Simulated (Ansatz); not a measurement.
Sr (P6/mmm), an elastic constant from a strain scan

Method: DFT PBE+D3(BJ), scalar-relativistic, plane waves, PAW in Ansatz 0.2.0. Cutoff 420 eV, Γ-centred 6×6×8 k-points, Gaussian smearing of 0.03 eV. No spin polarisation. Energies are free energies at this smearing, counted from the undisturbed cell; pressure is positive in compression.

Zero of the scan (as given, not relaxed at this level; it stands at 0.1 GPa; this form isn't the usual structure):

```xyz
1
Lattice="10.9876 0.0000 0.0000 -5.4938 9.5156 0.0000 0.0000 0.0000 4.4211" Properties=species:S:1:pos:R:3 pbc="T T T"
Sr    0.0000    0.0000    0.0000
```

The cell is strained by ε times the Voigt pattern (0, 0, 1, 0, 0, 0) (xx, yy, zz, yz, xz, xy; engineering shear) with fractional coordinates fixed. The cell holds 1 atom in V0 = 462.24 Å³. The stress column is τ = (1/V0) dE/dε, got from the stress tensor σ (compression positive) at each point as −det(1 + εP) σ : P(1 + εP)⁻¹, with P the pattern as a tensor.

| ε | ΔE (meV/atom) | τ (GPa) |
| --- | --- | --- |
| -0.1000 | 161.611 | -0.360 |
| -0.0750 | 129.677 | -0.751 |
| -0.0500 | 75.264 | -0.759 |
| -0.0250 | 25.900 | -0.545 |
| 0.0000 | 0.000 | -0.197 |
| 0.0250 | -7.298 | -0.034 |
| 0.0500 | -7.963 | 0.003 |
| 0.0750 | -7.150 | 0.027 |
| 0.0875 | -5.584 | 0.062 |
| 0.1000 | ? | ? |

Problem. Which combination of elastic constants does this scan measure, and how large is it?

Solution. For small ε, τ = τ0 + Kε with K = pᵀCp, which for this pattern is C33 in the Cartesian frame shown. The parabola through τ at ε = -0.0250, 0 and 0.0250 has slope K = 10.2 GPa at zero. The energies per cell, E = NΔE, of the same two points give K = 2[E(ε₊)/ε₊ − E(ε₋)/ε₋]/[(ε₊ − ε₋)V0] = 10.3 GPa, in agreement.

Problem. Predict the withheld row at ε = 0.1000 from the harmonic law, and compare.

Solution. ΔE = V0(τ0 ε + Kε²/2)/N = 90.427 meV/atom and τ = 0.82 GPa. The calculation gives -2.549 meV/atom and 0.11 GPa: the energy lies 92.98 meV/atom below the harmonic value, as bonds soften when stretched.

The gap closes along the scan, which can put kinks into the curve.